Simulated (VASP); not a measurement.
# W (Im-3m) in VASP: further runs

One crystal, W, is run at these levels: PBE; tasks: band structure, density of states.

Program: VASP 6.6.1. These are calculated values, not measurements. Logs are shortened: lines on timing, memory, paths and dates and some standing lists are left out, and cuts for length are marked.

### 1 The crystal as given

The structure is cubic, space group Im-3m (No. 229). Conventional cell: a = 3.155 Å, b = 3.155 Å, c = 3.155 Å, α = 90.00°, β = 90.00°, γ = 90.00°. Around W (site symmetry m-3m) lie 8 W at 2.73 Å.

### 2 Band structure, PBE, spin-orbit coupling, no magnetisation

Contents of INCAR:

```
SYSTEM = W
PREC = Accurate
ENCUT = 520
EDIFF = 1E-7
ISMEAR = 1
SIGMA = 0.1
LREAL = .FALSE.
LASPH = .TRUE.
NELM = 80
ALGO = Normal
ISIF = 2
LWAVE = .FALSE.
LCHARG = .FALSE.
MAGMOM = 0 0 0
LORBIT = 11
LSORBIT = .TRUE.
GGA_COMPAT = .FALSE.
LMAXMIX = 4
GGA = PE
```

Contents of KPOINTS:

```
Automatic mesh
0
G
  10 10 10
  0 0 0
```

Contents of POSCAR:

```
W                                       
1.0
   -1.5776066427      1.5776066427      1.5776066427
    1.5776066427     -1.5776066427      1.5776066427
    1.5776066427      1.5776066427     -1.5776066427
  W             
     1
Direct
     0.0000000000000000    0.0000000000000000    0.0000000000000000
```

Contents of KPOINTS_OPT:

```
explicit points
188
Reciprocal
 0.0000000000  0.0000000000  0.0000000000 1
 0.0263157895 -0.0263157895  0.0263157895 1
 0.0526315789 -0.0526315789  0.0526315789 1
 0.0789473684 -0.0789473684  0.0789473684 1
 0.1052631579 -0.1052631579  0.1052631579 1
 0.1315789474 -0.1315789474  0.1315789474 1
[... 180 lines left out ...]
-0.0124653500  0.0124653500  0.5000000000 1
 0.0124653500 -0.0124653500  0.5000000000 1
```

Potentials or basis: VASP PAW PBE potentials, release 64 (W_sv).

Started as:

```bash
$ cat potpaw_PBE.64/W_sv/POTCAR > POTCAR
$ mpirun -np 1 vasp_ncl > vasp.out
```

OUTCAR:

```text
SYSTEM = W
   PREC = Accurate
   ENCUT = 520
   EDIFF = 1E-7
   ISMEAR = 1
   LREAL = .FALSE.
   LASPH = .TRUE.
   NELM = 80
   ISIF = 2
   LORBIT = 11
   LSORBIT = .TRUE.
   GGA = PE

 ion  position               nearest neighbor table
   1  0.000  0.000  0.000-

  LATTYP: Found a body centered cubic cell.
 ALAT       =     3.1552132854

  Lattice vectors:

 A1 = (  -1.5776066427,   1.5776066427,   1.5776066427)
 A2 = (   1.5776066427,  -1.5776066427,   1.5776066427)
 A3 = (   1.5776066427,   1.5776066427,  -1.5776066427)

Analysis of symmetry for initial positions (statically):
=====================================================================
 Subroutine PRICEL returns:
 Original cell was already a primitive cell.

 Routine SETGRP: Setting up the symmetry group for a
 body centered cubic supercell.

 Subroutine GETGRP returns: Found 48 space group operations
 (whereof 48 operations were pure point group operations)
 out of a pool of 48 trial point group operations.

The static configuration has the point symmetry O_h .

Analysis of symmetry for dynamics (positions and initial velocities):
=====================================================================
 Subroutine PRICEL returns:
 Original cell was already a primitive cell.

 Routine SETGRP: Setting up the symmetry group for a
 body centered cubic supercell.

 Subroutine GETGRP returns: Found 48 space group operations
 (whereof 48 operations were pure point group operations)
 out of a pool of 48 trial point group operations.

The dynamic configuration has the point symmetry O_h .

Analysis of structural, dynamic, and magnetic symmetry:
=====================================================================
 Subroutine PRICEL returns:
 Original cell was already a primitive cell.

 Routine SETGRP: Setting up the symmetry group for a
 body centered cubic supercell.

 Subroutine GETGRP returns: Found 48 space group operations
 (whereof 48 operations were pure point group operations)
 out of a pool of 48 trial point group operations.

The overall configuration has the point symmetry O_h .

 Subroutine INISYM returns: Found 48 space group operations
 (whereof 48 operations are pure point group operations),
 and found     1 'primitive' translations

----------------------------------------------------------------------------------------

                                     Primitive cell

  volume of cell :      15.7057

  direct lattice vectors                    reciprocal lattice vectors
    -1.577606643  1.577606643  1.577606643     0.000000000  0.316935785  0.316935785
     1.577606643 -1.577606643  1.577606643     0.316935785  0.000000000  0.316935785
     1.577606643  1.577606643 -1.577606643     0.316935785  0.316935785  0.000000000

  length of vectors
     2.732494860  2.732494860  2.732494860     0.448214886  0.448214886  0.448214886

  position of ions in fractional coordinates (direct lattice)
     0.000000000  0.000000000  0.000000000

  ion indices of the primitive-cell ions
   primitive index   ion index
                 1           1

----------------------------------------------------------------------------------------

 KPOINTS: Automatic mesh

Automatic generation of k-mesh.
 Grid dimensions read from file:
 generate k-points for:   10   10   10

 Generating k-lattice:

  Cartesian coordinates                     Fractional coordinates (reciprocal lattice)
     0.000000000  0.031693579  0.031693579     0.100000000  0.000000000  0.000000000
     0.031693579  0.000000000  0.031693579     0.000000000  0.100000000  0.000000000
     0.031693579  0.031693579  0.000000000     0.000000000  0.000000000  0.100000000

  Length of vectors
     0.044821489  0.044821489  0.044821489

  Shift w.r.t. Gamma in fractional coordinates (k-lattice)
     0.000000000  0.000000000  0.000000000

 Subroutine IBZKPT returns following result:
 ===========================================

 Found     47 irreducible k-points:

 Following reciprocal coordinates:
            Coordinates               Weight
  0.000000  0.000000  0.000000      1.000000
  0.100000  0.000000  0.000000     12.000000
  0.200000  0.000000  0.000000     12.000000
  0.300000  0.000000  0.000000     12.000000
  0.400000  0.000000  0.000000     12.000000
  0.500000  0.000000  0.000000      6.000000
[... 16 lines left out ...]
  0.300000  0.300000  0.100000      8.000000
 -0.300000  0.300000  0.100000     24.000000
 [... further k-points ...]
   k-points           NKPTS =     47   k-points in BZ     NKDIM =     47   number of bands    NBANDS=     22
   number of dos      NEDOS =    301   number of ions     NIONS =      1
   total plane-waves  NPLWV =   8000
   dimension x,y,z NGX =    20 NGY =   20 NGZ =   20
   dimension x,y,z NGXF=    40 NGYF=   40 NGZF=   40
   ions per type =               1
   NGX,Y,Z   is equivalent  to a cutoff of  12.17, 12.17, 12.17 a.u.
   NGXF,Y,Z  is equivalent  to a cutoff of  24.34, 24.34, 24.34 a.u.
 SYSTEM =  W
   PREC   = accura    normal or accurate (medium, high low for compatibility)
   ISTART =      0    job   : 0-new  1-cont  2-samecut
   ICHARG =      2    charge: 1-file 2-atom 10-const
   ISPIN  =      1    spin polarized calculation?
   LNONCOLLINEAR =      T non collinear calculations
   LSORBIT =      T    spin-orbit coupling
   LASPH  =      T    aspherical Exc in radial PAW
   ENCUT  =  520.0 eV  38.22 Ry    6.18 a.u.   5.08  5.08  5.08*2*pi/ulx,y,z
   NELM   =     80;   NELMIN=  2; NELMDL= -5     # of ELM steps
   EDIFF  = 0.1E-06   stopping-criterion for ELM
   LREAL  =      F    real-space projection
   EDIFFG = 0.1E-05   stopping-criterion for IOM
   NSW    =      0    number of steps for IOM
   IBRION =     -1    ionic relax: 0-MD 1-quasi-New 2-CG
   NFREE  =      0    steps in history (QN), initial steepest desc. (CG)
   ISIF   =      2    stress and relaxation
   ISYM   =      2    0-nonsym 1-usesym 2-fastsym
   POTIM  = 0.5000    time-step for ionic-motion
   TEBEG  =    0.0;   TEEND  =   0.0 temperature during run
   PSTRESS=    0.0 pullay stress
   NELECT =      14.0000    total number of electrons
   NUPDOWN=      -1.0000    fix difference up-down
   EMIN   =  10.00;   EMAX   =-10.00  energy-range for DOS
   EFERMI =   0.00;   METHOD = LEGACY
   ISMEAR =     1;   SIGMA  =   0.10  broadening in eV -4-tet -1-fermi 0-gaus
   EFERMI_NEDOS =   21; number of points for ismear=-14 and -15
   IALGO  =     38    algorithm
   IMIX   =      4    mixing-type and parameters
     AMIX     =   0.40;   BMIX     =  1.00
     AMIX_MAG =   1.60;   BMIX_MAG =  1.00
  volume/ion in A,a.u.               =      15.71       105.99
  Fermi-wavevector in a.u.,A,eV,Ry     =   1.575550  2.977357 33.774517  2.482357
  Thomas-Fermi vector in A             =   2.676517
   LORBIT       =     11    0 simple, 1 ext, 2 COOP (PROOUT), +10 PAW based schemes
   GGA     = PE    functional components
   LHFCALC =     F    Hartree Fock is set to
   AEXX    =    0.0000 exact exchange contribution
   IVDW    =     0    specifies the selected vdW correction
   LEPSILON=     F    determine dielectric tensor
   LRPA    =     F    only Hartree local field effects (RPA)
 Methfessel and Paxton  Order N= 1 SIGMA  =   0.10
  energy-cutoff  :      520.00
  volume of cell :       15.71
 maximum number of plane-waves:       870
   NGX = 11   NGY = 11   NGZ = 11

 number of electron      14.0000000 magnetization       0.0000000      0.0000000      0.0000000

 number of electron      14.0000005 magnetization      -0.0000000      0.0000000      0.0000000

 number of electron      14.0000005 magnetization       0.0000000     -0.0000000     -0.0000000

 Free energy of the ion-electron system (eV)
  ---------------------------------------------------
  ext. energy  EPLUGINS =         0.00000000
  ---------------------------------------------------
  free energy    TOTEN  =       -13.74985818 eV

  energy without entropy =      -13.75060139  energy(sigma->0) =      -13.75010591

 E-fermi :  11.7193     XC(G=0): -13.6950

 val. band max:       11.6646101400   @ k =   0.5000   0.5000   0.2000
 cond. band min:      11.7768397581   @ k =  -0.2000   0.2000   0.1000
 fundamental gap:      0.1122296181
 Fermi energy:        11.7193478562

 k-point     1 :       0.0000    0.0000    0.0000
  band No.  band energies     occupation
      1     -62.6195      1.00000
      2     -62.6195      1.00000
      3     -32.2727      1.00000
      4     -32.2727      1.00000
      5     -23.2569      1.00000
      6     -23.2569      1.00000
[... 14 lines left out ...]
     21      26.1210      0.00000
     22      26.1210      0.00000

 k-point     2 :       0.1000    0.0000    0.0000
  band No.  band energies     occupation
      1     -62.6062      1.00000
      2     -62.6062      1.00000
      3     -32.3095      1.00000
      4     -32.3095      1.00000
      5     -23.3846      1.00000
      6     -23.3846      1.00000
[... 14 lines left out ...]
     21      26.5081      0.00000
     22      26.5081      0.00000

 k-point     3 :       0.2000    0.0000    0.0000
  band No.  band energies     occupation
      1     -62.5715      1.00000
      2     -62.5715      1.00000
      3     -32.4065      1.00000
      4     -32.4065      1.00000
      5     -23.7047      1.00000
      6     -23.7047      1.00000
[... 14 lines left out ...]
     21      26.8535      0.00000
     22      26.8535      0.00000

 k-point     4 :       0.3000    0.0000    0.0000
  band No.  band energies     occupation
      1     -62.5283      1.00000
      2     -62.5283      1.00000
      3     -32.5280      1.00000
      4     -32.5280      1.00000
      5     -24.0750      1.00000
      6     -24.0750      1.00000
[... 14 lines left out ...]
     21      25.4840      0.00000
     22      25.4840      0.00000

 k-point     5 :       0.4000    0.0000    0.0000
  band No.  band energies     occupation
      1     -62.4932      1.00000
      2     -62.4932      1.00000
      3     -32.6275      1.00000
      4     -32.6275      1.00000
      5     -24.3564      1.00000
      6     -24.3564      1.00000
[... 417 lines left out ...]
 k-point    22 :      -0.2000    0.2000    0.1000
  band No.  band energies     occupation
      1     -62.5594      1.00000
      2     -62.5594      1.00000
      3     -32.4369      1.00000
      4     -32.4369      1.00000
      5     -23.7342      1.00000
      6     -23.7342      1.00000
[... 14 lines left out ...]
     21      27.6161      0.00000
     22      27.6161      0.00000

 k-point    23 :       0.3000    0.3000    0.1000
  band No.  band energies     occupation
      1     -62.4694      1.00000
      2     -62.4694      1.00000
      3     -32.6875      1.00000
      4     -32.6875      1.00000
      5     -24.3223      1.00000
      6     -24.3223      1.00000
[... 14 lines left out ...]
     21      23.0483      0.00000
     22      23.0519      0.00000

 k-point    24 :      -0.3000    0.3000    0.1000
  band No.  band energies     occupation
      1     -62.5173      1.00000
      2     -62.5173      1.00000
      3     -32.5526      1.00000
      4     -32.5526      1.00000
      5     -24.0875      1.00000
      6     -24.0875      1.00000
[... 14 lines left out ...]
     21      25.3716      0.00000
     22      25.3716      0.00000

 [... further k-points ...]
[... 5 lines left out ...]
  --------------------------------------------------------------------------------------
  -------------------------------------------------------------------------------------
  Total        1.0176254      1.0176254      1.0176254      0.0000000      0.0000000     -0.0000000
  in kB      103.8107549    103.8107549    103.8107549      0.0000000      0.0000000     -0.0000000
  external PRESSURE =     103.8107549 kB  Pullay stress =       0.0000000 kB

 VOLUME and BASIS-vectors are now :
 -----------------------------------------------------------------------------
  energy-cutoff  :      520.00
  volume of cell :       15.71
      direct lattice vectors                 reciprocal lattice vectors
    -1.577606643  1.577606643  1.577606643     0.000000000  0.316935785  0.316935785
     1.577606643 -1.577606643  1.577606643     0.316935785  0.000000000  0.316935785
     1.577606643  1.577606643 -1.577606643     0.316935785  0.316935785  0.000000000

 POSITION                                       TOTAL-FORCE (eV/Angst)
 -----------------------------------------------------------------------------------
      0.00000      0.00000      0.00000        -0.000000     -0.000000     -0.000000
 -----------------------------------------------------------------------------------
    total drift:                                0.000000     -0.000000      0.000000

  FREE ENERGIE OF THE ION-ELECTRON SYSTEM (eV)
  ---------------------------------------------------
  free  energy   TOTEN  =       -13.7498581769 eV

  energy  without entropy=      -13.7506013911  energy(sigma->0) =      -13.75010591

 Spin-Orbit-Coupling matrix elements

 Ion:    1  E_soc:     -1.6135314
 l=   1
     0.0000000    -0.2276615    -0.2276615
    -0.2276615     0.0000000    -0.2276615
    -0.2276615    -0.2276615     0.0000000
 l=   2
     0.0000000    -0.0106310     0.0000000    -0.0106310    -0.0306294
    -0.0106310     0.0000000    -0.0229721    -0.0106310    -0.0076574
     0.0000000    -0.0229721     0.0000000    -0.0229721     0.0000000
    -0.0106310    -0.0106310    -0.0229721     0.0000000    -0.0076574
    -0.0306294    -0.0076574     0.0000000    -0.0076574     0.0000000
 l=   3
     0.0000000     0.0000000     0.0000000     0.0000000     0.0000000     0.0000000     0.0000000
     0.0000000     0.0000000     0.0000000     0.0000000     0.0000000     0.0000000     0.0000000
     0.0000000     0.0000000     0.0000000     0.0000000     0.0000000     0.0000000     0.0000000
     0.0000000     0.0000000     0.0000000     0.0000000     0.0000000     0.0000000     0.0000000
     0.0000000     0.0000000     0.0000000     0.0000000     0.0000000     0.0000000     0.0000000
     0.0000000     0.0000000     0.0000000     0.0000000     0.0000000     0.0000000     0.0000000
     0.0000000     0.0000000     0.0000000     0.0000000     0.0000000     0.0000000     0.0000000

 total charge

# of ion       s       p       d       tot
------------------------------------------
    1        2.405   6.356   3.367  12.128

 magnetization (x)

# of ion       s       p       d       tot
------------------------------------------
    1        0.000   0.000   0.000   0.000

 magnetization (y)

# of ion       s       p       d       tot
------------------------------------------
    1       -0.000   0.000   0.000   0.000

 magnetization (z)

# of ion       s       p       d       tot
------------------------------------------
    1       -0.000  -0.000  -0.000  -0.000
```

Run time: 42 s. Hardware: 1 thread of Intel Xeon 6975P-C (Granite Rapids), shared host; peak memory 0.19 GiB.

Results:

```yaml
Free_energy: -13.7499 eV
Pressure: 10.4 GPa
Valence_electrons_inside_the_program's_atomic_spheres: W 12.13
```

(Part 1 of 2 ends here.)
